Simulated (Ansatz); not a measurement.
# Cobalt, hcp under r²SCAN: testing the cold (Marzari-Vanderbilt) smearing

Aim: find which cold (Marzari-Vanderbilt) smearing width is enough for energy and pressure. The geometry was relaxed under r²SCAN beforehand and stays fixed; 7 values are run, from 0.01 to 1.0 eV. Wanted are the values from which on the energy stays within 10 and 1 meV/atom, and the pressure within 0.5 GPa, of the narrowest run. Within the series other settings stay, but some runs also write fields, which adds to their time. Spin polarisation is left out.

Method: DFT r²SCAN, plane waves with PAW, scalar-relativistic, in Ansatz 0.2.0.

## Step 1: The structure to begin with

The structure is hexagonal, space group P6_3/mmc (No. 194). The conventional cell has a = 2.427 Å, b = 2.427 Å, c = 3.913 Å, α = 90.00°, β = 90.00°, γ = 120.00°. Co (site symmetry -6m2) is surrounded by 12 Co at 2.41 to 2.43 Å.

Structure file:

```xyz
2
Lattice="2.4271 0.0000 0.0000 -1.2136 2.1020 0.0000 0.0000 0.0000 3.9126" Properties=species:S:1:pos:R:3 pbc="T T T"
Co    0.0000    1.4013    0.9782
Co    1.2136    0.7007    2.9345
```

## Step 2: Run at 0.01 eV

The run at 0.01 eV.

input.yaml

```yaml
crystal:
  lattice:
    - [2.4271453599, 0.0, 0.0]
    - [-1.2135726799, 2.1019695403, 0.0]
    - [0.0, 0.0, 3.912646842]
  atoms:
    - { symbol: Co, position: [0.3333333333, 0.6666666667, 0.25] }
    - { symbol: Co, position: [0.6666666667, 0.3333333333, 0.75] }
hamiltonian:
  xc: r2scan
  pseudopotentials:
    kind: paw
    azcp:
      Co: "pseudopotentials/Co.paw.azcp"
basis:
  ecutwfc: 500
  fft_grid_basis: typed
kpoints:
  mp_grid: { grid: [15, 15, 8], shift: [0, 0, 0] }
magnetization:
  spin_polarized: false
scf:
  occupations: { method: cold, width: 0.01 }
  lower_state_search: "off"
output:
  stress: true
  write_density: true
  write_potential: true
  elf: true
  volumetric_format: npy
```

Started as:

```bash
$ ansatz run input.yaml --threads 2 --pin off --max-ram 5120MiB --backend cpu --events-out ev --progress --plain --runs-dir out
```

What it wrote, cut to the lines that bear on the results:

```text
Warning: RAYON_NUM_THREADS=2 ignored (pool sized by the plan → 2); use --threads N
[...]
Pseudopotentials: kind: paw
Pseudopotential: Co, paw, valence charge 17, recommended cutoff 500 eV (meta_gga), <dir>
Functional definition: r2SCAN
[...]
Crystal: 2 atoms, lattice volume = 19.961 Å³
Basis set: ecut = 500 eV, 537 PW (Γ), exchange–correlation on 72×72×120 points (64 copies of the dense FFT grid, shifted against one another)
Bands: 21, of which v1, the nominal top of the filled ones, is band 17 counted from 1 (16 counted from 0)
Symmetry: 24 space group operations
Space group: P63/mmc (ITA 194), of the structure as read, at distance tolerance 2.7e-5 Å
k-points: 135 of 1800
[...]
SCF iter   1: F=—  HF=-10261.943451 eV  |F-HF|=—  |Δ(HF+E_count)|=         —  Δρ=8.01e-3  dr2=3.03e-3  dr2_τ=5.37e-2  ethr=1.77e-3  ⟨swp⟩=5.0  Hψ=11218  notcnv=0
[...]
SCF iter   7: F=-10262.044124 eV  HF=-10262.044124 eV  |F-HF|=4.20e-8  |Δ(HF+E_count)|=   8.26e-7  S|Δr|=    0.00e0  Δρ=2.71e-5  dr2=7.87e-8  dr2_τ=4.78e-10  ethr=2.94e-10  ⟨swp⟩=9.1  Hψ=21543  notcnv=0
[...]
SCF converged after 7 iterations
Stability not checked: this state was not tested for a lower state beside it, because cold or Methfessel-Paxton smearing, or corrected tetrahedra, fill the levels in a way that the test cannot read (fill_not_monotonic; see scf.lower_state_search)
Free energy (F): -10262.044124 eV
[...]
E sigma→0 (E₀):  -10262.044136 eV
Entropy (-TS):   0.000036 eV (0.018 meV/atom)
Fermi energy:    20.433794 eV
[...]
--- Stress (GPa, compression-positive) ---
       -0.937237       0.000000       0.000000
        0.000000      -0.937237       0.000000
        0.000000       0.000000      -1.279899
  P = ⅓ Tr σ = -1.0515 GPa (-10.515 kbar)
--- Band table (eV; the first three rows and the last of 135) ---
  k-point 0: bands = ["-78.3180", "-78.2339", "-40.3693", "-39.9324", "-39.9324", "-39.8962", "-39.8648", "-39.8648", "10.4727", "15.0620", "18.3337", "18.3638", "18.3638", "18.7630", "18.7630", "19.1611", "19.1611", "20.1415", "20.5283", "20.5283", "28.3175"]
[...]
```

Wall time 3 s (2 threads of AMD EPYC 9R14 (Zen 4), shared host); peak memory 0.44 GiB.

## Step 3: Run at 0.03 eV

The run at 0.03 eV.

input.yaml: that of step 2 with these lines changed.

```diff
@@ -22,3 +22,3 @@
 scf:
-  occupations: { method: cold, width: 0.01 }
+  occupations: { method: cold, width: 0.03 }
   lower_state_search: "off"
@@ -26,5 +26 @@
   stress: true
-  write_density: true
-  write_potential: true
-  elf: true
-  volumetric_format: npy
```

Started as:

```bash
$ ansatz run input.yaml --threads 2 --pin off --max-ram 5120MiB --backend cpu --events-out ev --progress --plain --runs-dir out
```

What it wrote, cut to the lines that bear on the results:

```text
Warning: RAYON_NUM_THREADS=2 ignored (pool sized by the plan → 2); use --threads N
[...]
[... 3 set-up lines as earlier in the session ...]
[...]
Crystal: 2 atoms, lattice volume = 19.961 Å³
Basis set: ecut = 500 eV, 537 PW (Γ), exchange–correlation on 72×72×120 points (64 copies of the dense FFT grid, shifted against one another)
Bands: 21, of which v1, the nominal top of the filled ones, is band 17 counted from 1 (16 counted from 0)
[... 2 set-up lines as earlier in the session ...]
k-points: 135 of 1800
[...]
SCF iter   1: F=—  HF=-10261.943349 eV  |F-HF|=—  |Δ(HF+E_count)|=         —  Δρ=8.04e-3  dr2=3.08e-3  dr2_τ=5.37e-2  ethr=1.77e-3  ⟨swp⟩=5.1  Hψ=11107  notcnv=0
[...]
SCF iter   7: F=-10262.044010 eV  HF=-10262.044010 eV  |F-HF|=2.98e-8  |Δ(HF+E_count)|=   2.96e-7  S|Δr|=    0.00e0  Δρ=1.89e-5  dr2=3.56e-8  dr2_τ=8.12e-10  ethr=2.94e-10  ⟨swp⟩=3.9  Hψ=12672  notcnv=0
[...]
SCF converged after 7 iterations
Stability not checked: this state was not tested for a lower state beside it, because cold or Methfessel-Paxton smearing, or corrected tetrahedra, fill the levels in a way that the test cannot read (fill_not_monotonic; see scf.lower_state_search)
Free energy (F): -10262.044010 eV
[...]
E sigma→0 (E₀):  -10262.044034 eV
Entropy (-TS):   0.000074 eV (0.037 meV/atom)
Fermi energy:    20.435212 eV
Step filling:    the computed levels leave a gap of 0.0008 eV = 0.0 smearing widths at the electron count; against every level under it full and every level over it empty, smearing changes F+E_penalty+E_count by +0.104 meV and its σ→0 estimate by +0.079 meV
[...]
--- Stress (GPa, compression-positive) ---
       -0.943297       0.000000       0.000000
        0.000000      -0.943297       0.000000
        0.000000       0.000000      -1.274537
  P = ⅓ Tr σ = -1.0537 GPa (-10.537 kbar)
```

Run time: 2.2 s. Hardware: 2 threads of AMD EPYC 9R14 (Zen 4), shared host; peak memory 0.43 GiB.

## Step 4: Run at 0.1 eV

The run at 0.1 eV.

input.yaml: that of step 3 with these lines changed.

```diff
@@ -22,3 +22,3 @@
 scf:
-  occupations: { method: cold, width: 0.03 }
+  occupations: { method: cold, width: 0.1 }
   lower_state_search: "off"
```

Started as:

```bash
$ ansatz run input.yaml --threads 2 --pin off --max-ram 5120MiB --backend cpu --events-out ev --progress --plain --runs-dir out
```

What it wrote, cut to the lines that bear on the results:

```text
Warning: RAYON_NUM_THREADS=2 ignored (pool sized by the plan → 2); use --threads N
[...]
[... 3 set-up lines as earlier in the session ...]
[...]
Crystal: 2 atoms, lattice volume = 19.961 Å³
Basis set: ecut = 500 eV, 537 PW (Γ), exchange–correlation on 72×72×120 points (64 copies of the dense FFT grid, shifted against one another)
Bands: 21, of which v1, the nominal top of the filled ones, is band 17 counted from 1 (16 counted from 0)
[... 2 set-up lines as earlier in the session ...]
k-points: 135 of 1800
[...]
SCF iter   1: F=—  HF=-10261.944793 eV  |F-HF|=—  |Δ(HF+E_count)|=         —  Δρ=7.72e-3  dr2=2.83e-3  dr2_τ=5.37e-2  ethr=1.77e-3  ⟨swp⟩=4.5  Hψ=10526  notcnv=0
[...]
SCF iter   7: F=-10262.045646 eV  HF=-10262.045646 eV  |F-HF|=2.67e-8  |Δ(HF+E_count)|=   2.19e-6  S|Δr|=    0.00e0  Δρ=2.35e-5  dr2=3.70e-8  dr2_τ=3.66e-9  ethr=2.94e-10  ⟨swp⟩=3.9  Hψ=14091  notcnv=0
[...]
SCF converged after 7 iterations
Stability not checked: this state was not tested for a lower state beside it, because cold or Methfessel-Paxton smearing, or corrected tetrahedra, fill the levels in a way that the test cannot read (fill_not_monotonic; see scf.lower_state_search)
Free energy (F): -10262.045646 eV
[...]
E sigma→0 (E₀):  -10262.044011 eV
Entropy (-TS):   -0.004904 eV (-2.452 meV/atom)
Fermi energy:    20.441788 eV
Step filling:    the computed levels leave a gap of 0.0024 eV = 0.0 smearing widths at the electron count; against every level under it full and every level over it empty, smearing changes F+E_penalty+E_count by -1.470 meV and its σ→0 estimate by +0.165 meV
[...]
--- Stress (GPa, compression-positive) ---
       -1.011520       0.000000       0.000000
        0.000000      -1.011520       0.000000
        0.000000       0.000000      -1.005395
  P = ⅓ Tr σ = -1.0095 GPa (-10.095 kbar)
```

Wall time 2.3 s (2 threads of AMD EPYC 9R14 (Zen 4), shared host); peak memory 0.43 GiB.

## Step 5: Run at 0.2 eV

The run at 0.2 eV.

input.yaml: that of step 4 with these lines changed.

```diff
@@ -22,3 +22,3 @@
 scf:
-  occupations: { method: cold, width: 0.1 }
+  occupations: { method: cold, width: 0.2 }
   lower_state_search: "off"
@@ -26 +26,5 @@
   stress: true
+  write_density: true
+  write_potential: true
+  elf: true
+  volumetric_format: npy
```

Started as:

```bash
$ ansatz run input.yaml --threads 2 --pin off --max-ram 5120MiB --backend cpu --events-out ev --progress --plain --runs-dir out
```

What it wrote, cut to the lines that bear on the results:

```text
Warning: RAYON_NUM_THREADS=2 ignored (pool sized by the plan → 2); use --threads N
[...]
[... 3 set-up lines as earlier in the session ...]
[...]
Crystal: 2 atoms, lattice volume = 19.961 Å³
Basis set: ecut = 500 eV, 537 PW (Γ), exchange–correlation on 72×72×120 points (64 copies of the dense FFT grid, shifted against one another)
Bands: 21, of which v1, the nominal top of the filled ones, is band 17 counted from 1 (16 counted from 0)
[... 2 set-up lines as earlier in the session ...]
k-points: 135 of 1800
[...]
SCF iter   1: F=—  HF=-10261.950144 eV  |F-HF|=—  |Δ(HF+E_count)|=         —  Δρ=7.52e-3  dr2=2.74e-3  dr2_τ=5.38e-2  ethr=1.77e-3  ⟨swp⟩=4.6  Hψ=10362  notcnv=0
[...]
SCF converged after 8 iterations
Stability not checked: this state was not tested for a lower state beside it, because cold or Methfessel-Paxton smearing, or corrected tetrahedra, fill the levels in a way that the test cannot read (fill_not_monotonic; see scf.lower_state_search)
Free energy (F): -10262.050872 eV
[...]
E sigma→0 (E₀):  -10262.045988 eV
Entropy (-TS):   -0.014651 eV (-7.325 meV/atom)
Fermi energy:    20.433588 eV
Step filling:    the computed levels leave a gap of 0.0051 eV = 0.0 smearing widths at the electron count; against every level under it full and every level over it empty, smearing changes F+E_penalty+E_count by -6.705 meV and its σ→0 estimate by -1.821 meV
[...]
--- Stress (GPa, compression-positive) ---
       -0.966222       0.000000       0.000000
        0.000000      -0.966222       0.000000
        0.000000       0.000000      -0.934398
  P = ⅓ Tr σ = -0.9556 GPa (-9.556 kbar)
--- Band table (eV; the first three rows and the last of 135) ---
[... band rows left out ...]
[...]
```

Run time: 2.8 s. Hardware: 2 threads of AMD EPYC 9R14 (Zen 4), shared host; peak memory 0.43 GiB.

## Step 6: Run at 0.3 eV

The run at 0.3 eV.

input.yaml: that of step 5 with these lines changed.

```diff
@@ -22,3 +22,3 @@
 scf:
-  occupations: { method: cold, width: 0.2 }
+  occupations: { method: cold, width: 0.3 }
   lower_state_search: "off"
```

Started as:

```bash
$ ansatz run input.yaml --threads 2 --pin off --max-ram 5120MiB --backend cpu --events-out ev --progress --plain --runs-dir out
```

What it wrote, cut to the lines that bear on the results:

```text
Warning: RAYON_NUM_THREADS=2 ignored (pool sized by the plan → 2); use --threads N
[...]
[... 3 set-up lines as earlier in the session ...]
[...]
Crystal: 2 atoms, lattice volume = 19.961 Å³
Basis set: ecut = 500 eV, 537 PW (Γ), exchange–correlation on 72×72×120 points (64 copies of the dense FFT grid, shifted against one another)
Bands: 21, of which v1, the nominal top of the filled ones, is band 17 counted from 1 (16 counted from 0)
[... 2 set-up lines as earlier in the session ...]
k-points: 135 of 1800
[...]
SCF iter   1: F=—  HF=-10261.961912 eV  |F-HF|=—  |Δ(HF+E_count)|=         —  Δρ=7.41e-3  dr2=2.74e-3  dr2_τ=5.37e-2  ethr=1.77e-3  ⟨swp⟩=4.7  Hψ=10263  notcnv=0
[...]
SCF converged after 7 iterations
Stability not checked: this state was not tested for a lower state beside it, because cold or Methfessel-Paxton smearing, or corrected tetrahedra, fill the levels in a way that the test cannot read (fill_not_monotonic; see scf.lower_state_search)
Free energy (F): -10262.062550 eV
[...]
E sigma→0 (E₀):  -10262.046689 eV
Entropy (-TS):   -0.047582 eV (-23.791 meV/atom)
Fermi energy:    20.429788 eV
Step filling:    the computed levels leave a gap of 0.0083 eV = 0.0 smearing widths at the electron count; against every level under it full and every level over it empty, smearing changes F+E_penalty+E_count by -18.439 meV and its σ→0 estimate by -2.579 meV
[...]
--- Stress (GPa, compression-positive) ---
       -0.574478       0.000000       0.000000
        0.000000      -0.574478       0.000000
        0.000000       0.000000      -0.940461
  P = ⅓ Tr σ = -0.6965 GPa (-6.965 kbar)
--- Band table (eV; the first three rows and the last of 135) ---
[... band rows left out ...]
[...]
```

Wall time 2.9 s (2 threads of AMD EPYC 9R14 (Zen 4), shared host); peak memory 0.41 GiB.

## Step 7: Run at 0.6 eV

The run at 0.6 eV.

input.yaml: that of step 6 with these lines changed.

```diff
@@ -22,3 +22,3 @@
 scf:
-  occupations: { method: cold, width: 0.3 }
+  occupations: { method: cold, width: 0.6 }
   lower_state_search: "off"
```

Started as:

```bash
$ ansatz run input.yaml --threads 2 --pin off --max-ram 5120MiB --backend cpu --events-out ev --progress --plain --runs-dir out
```

What it wrote, cut to the lines that bear on the results:

```text
Warning: RAYON_NUM_THREADS=2 ignored (pool sized by the plan → 2); use --threads N
[...]
[... 3 set-up lines as earlier in the session ...]
[...]
Crystal: 2 atoms, lattice volume = 19.961 Å³
Basis set: ecut = 500 eV, 537 PW (Γ), exchange–correlation on 72×72×120 points (64 copies of the dense FFT grid, shifted against one another)
Bands: 21, of which v1, the nominal top of the filled ones, is band 17 counted from 1 (16 counted from 0)
[... 2 set-up lines as earlier in the session ...]
k-points: 135 of 1800
[...]
SCF iter   1: F=—  HF=-10262.027080 eV  |F-HF|=—  |Δ(HF+E_count)|=         —  Δρ=7.30e-3  dr2=2.61e-3  dr2_τ=5.37e-2  ethr=1.77e-3  ⟨swp⟩=4.2  Hψ=10013  notcnv=0
[...]
SCF converged after 10 iterations
Stability not checked: this state was not tested for a lower state beside it, because cold or Methfessel-Paxton smearing, or corrected tetrahedra, fill the levels in a way that the test cannot read (fill_not_monotonic; see scf.lower_state_search)
Free energy (F): -10262.127527 eV
[...]
E sigma→0 (E₀):  -10262.081981 eV
Entropy (-TS):   -0.136639 eV (-68.319 meV/atom)
Fermi energy:    20.409175 eV
Step filling:    the computed levels leave a gap of 0.0059 eV = 0.0 smearing widths at the electron count; against every level under it full and every level over it empty, smearing changes F+E_penalty+E_count by -83.468 meV and its σ→0 estimate by -37.922 meV
[...]
--- Stress (GPa, compression-positive) ---
        0.298928       0.000000       0.000000
        0.000000       0.298928       0.000000
        0.000000       0.000000      -1.679204
  P = ⅓ Tr σ = -0.3604 GPa (-3.604 kbar)
--- Band table (eV; the first three rows and the last of 135) ---
[... band rows left out ...]
[...]
```

Wall time 3 s (2 threads of AMD EPYC 9R14 (Zen 4), shared host); peak memory 0.44 GiB.

## Step 8: Run at 1.0 eV

The run at 1.0 eV.

input.yaml: that of step 7 with these lines changed.

```diff
@@ -22,3 +22,3 @@
 scf:
-  occupations: { method: cold, width: 0.6 }
+  occupations: { method: cold, width: 1.0 }
   lower_state_search: "off"
@@ -26,5 +26 @@
   stress: true
-  write_density: true
-  write_potential: true
-  elf: true
-  volumetric_format: npy
```

Started as:

```bash
$ ansatz run input.yaml --threads 2 --pin off --max-ram 5120MiB --backend cpu --events-out ev --progress --plain --runs-dir out
```

What it wrote, cut to the lines that bear on the results:

```text
Warning: RAYON_NUM_THREADS=2 ignored (pool sized by the plan → 2); use --threads N
band count auto-derived: 22 (N_el = 34.0; filled up to band 17; 21 by the electrons, moments and atoms)
[...]
[... 3 set-up lines as earlier in the session ...]
[...]
Crystal: 2 atoms, lattice volume = 19.961 Å³
Basis set: ecut = 500 eV, 537 PW (Γ), exchange–correlation on 72×72×120 points (64 copies of the dense FFT grid, shifted against one another)
Bands: 22, of which v1, the nominal top of the filled ones, is band 17 counted from 1 (16 counted from 0)
[... 2 set-up lines as earlier in the session ...]
k-points: 135 of 1800
[...]
SCF iter   8: F=-10262.171071 eV  HF=-10262.171071 eV  |F-HF|=1.09e-8  |Δ(HF+E_count)|=   9.19e-8  S|Δr|=    0.00e0  Δρ=1.24e-5  dr2=1.92e-8  dr2_τ=1.47e-10  ethr=2.94e-10  ⟨swp⟩=3.3  Hψ=12478  notcnv=0
[...]
SCF converged after 8 iterations
Stability not checked: this state was not tested for a lower state beside it, because cold or Methfessel-Paxton smearing, or corrected tetrahedra, fill the levels in a way that the test cannot read (fill_not_monotonic; see scf.lower_state_search)
Free energy (F): -10262.171071 eV
[...]
E sigma→0 (E₀):  -10262.182777 eV
Entropy (-TS):   0.035118 eV (17.559 meV/atom)
Fermi energy:    20.343610 eV
Step filling:    the computed levels leave a gap of 0.0057 eV = 0.0 smearing widths at the electron count; against every level under it full and every level over it empty, smearing changes F+E_penalty+E_count by -126.667 meV and its σ→0 estimate by -138.373 meV
[...]
--- Stress (GPa, compression-positive) ---
       -1.840073       0.000000       0.000000
        0.000000      -1.840073       0.000000
        0.000000       0.000000      -4.620959
  P = ⅓ Tr σ = -2.7670 GPa (-27.670 kbar)
```

It took 2.3 s on 2 threads of AMD EPYC 9R14 (Zen 4), shared host; peak memory 0.43 GiB.

## Step 9: The series

Energies count from the run at 0.01 eV.

```csv
smearing (eV),F (meV/atom),E(σ → 0) (meV/atom),P (GPa),SCF cycles,CPU time
0.01,0.00,0.00,-1.05,7,5.4 s
0.03,0.06,0.05,-1.05,7,3.9 s
0.1,-0.76,0.06,-1.01,7,4.1 s
0.2,-3.37,-0.93,-0.96,8,5.1 s
0.3,-9.21,-1.28,-0.70,7,5.1 s
0.6,-41.70,-18.92,-0.36,10,5.4 s
1.0,-63.47,-69.32,-2.77,8,4.2 s
```

## Step 10: Outcome

| quantity | value |
| --- | --- |
| E(σ → 0) stays within 10 meV/atom of 0.01 eV | up to 0.3 eV |
| E(σ → 0) stays within 1 meV/atom | up to 0.2 eV |
| pressure stays within 0.5 GPa | up to 0.3 eV |
| pressure at 0.01 eV | -1.05 GPa |
| energy of a separate run on a finer mesh (24×24×13) | -0.1 meV/atom from 0.01 eV |

What this shows: The far end, 1.0 eV, lies -69.3 meV/atom and -1.7 GPa from the yardstick. The free energy F moves by -63.5 meV/atom over the range, and the estimate for σ → 0 by -69.3. This scheme cancels the term in the square of the width, so F moves little up to 0.2 eV. The mesh (15×15×8) is fixed, so the narrowest widths carry a k-point error of their own. A run on a finer mesh agrees with the yardstick to 1 meV/atom. The cell taken over is 10 % smaller than the measured one (11.07 Å³/atom, COD), which weighs on all values here.

Real Co is ferromagnetic; without spin these runs don't describe its ground state.
